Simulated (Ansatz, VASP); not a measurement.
One calculation of Ga, two programs

```
CELL_PARAMETERS angstrom
1.38300 -4.02650 0.00000
1.38300 4.02650 0.00000
-0.11745 0.00000 3.32993
ATOMIC_POSITIONS crystal
Ga 0.13100 0.86900 0.75000
Ga 0.86900 0.13100 0.25000
```

This isn't the form of Ga at room conditions, which is orthorhombic.

Alike in both runs: task single point; functional PBE; k mesh 10 × 10 × 8; occupations fermi-dirac, width 0.05 eV; no spin polarisation.

|  | VASP | Ansatz |
| --- | --- | --- |
| version | VASP 6.6.1 | Ansatz 0.2.0 |
| potentials or method | VASP PAW PBE potentials, release 64 (Ga_d) | Ansatz PAW |
| plane-wave cutoff (eV) | 520 | 420 |
| valence electrons in the cell | 26 | 26 |

Ansatz gave:

```
gap on the k mesh at the Fermi level (eV)       : none
pressure (GPa)                                  : 1.6
largest component of the traceless stress (GPa) : 0.95
rms of the force components (eV/Å)              : 0.116
```

Question: What did VASP give for the same quantities?

Answer: gap on the k mesh at the Fermi level (eV): none; pressure (GPa): 1.8; largest component of the traceless stress (GPa): 0.97; rms of the force components (eV/Å): 0.117.

Atom by atom the forces differ by 0.001 eV/Å (rms over components). A gap of «none» marks a metal or a gap that the smearing closes.
